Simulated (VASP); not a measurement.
Here is a VASP 6.6.1 calculation.

File INCAR:

```
ALGO = Normal ; EDIFF = 1E-7
EDIFFG = -0.005 ; ENCUT = 600
GGA = PE ; IBRION = 2
ISIF = 3 ; ISMEAR = 0
LASPH = T ; LCHARG = F
LREAL = F ; LWAVE = F
NELM = 80 ; NSW = 90
PREC = Accurate ; SIGMA = 0.03
```

KPOINTS

```
k-points
0
Gamma
  8 8 8
```

POSCAR

```
CdTe                                    
1.0
   -0.0000000000      3.3111409341      3.3111409341
    3.3111409341     -0.0000000000      3.3111409341
    3.3111409341      3.3111409341      0.0000000000
  Cd              Te            
     1     1
Direct
     0.0000000000000000    0.0000000000000000    0.0000000000000000
     0.2500000000000000    0.2500000000000000    0.2500000000000000
```

Potentials or basis: VASP PAW PBE potentials, release 64 (Cd, Te).

Command:

```bash
$ cat potpaw_PBE.64/Cd/POTCAR potpaw_PBE.64/Te/POTCAR > POTCAR
$ mpirun -np 1 vasp_std > vasp.out
```

Problem. Predict the band gap on the k mesh.

Solution. 0.58 eV, direct.

Final structure:
```
Cd Te
1.0
     0.00000    3.31114    3.31114
     3.31114    0.00000    3.31114
     3.31114    3.31114    0.00000
Cd Te
1 1
Direct
  0.00000 0.00000 0.00000
  0.25000 0.25000 0.25000
```

Caveat: the relaxation stopped at its first step, so nothing moved; spin-orbit coupling is left out, which moves the levels of the heavy elements.
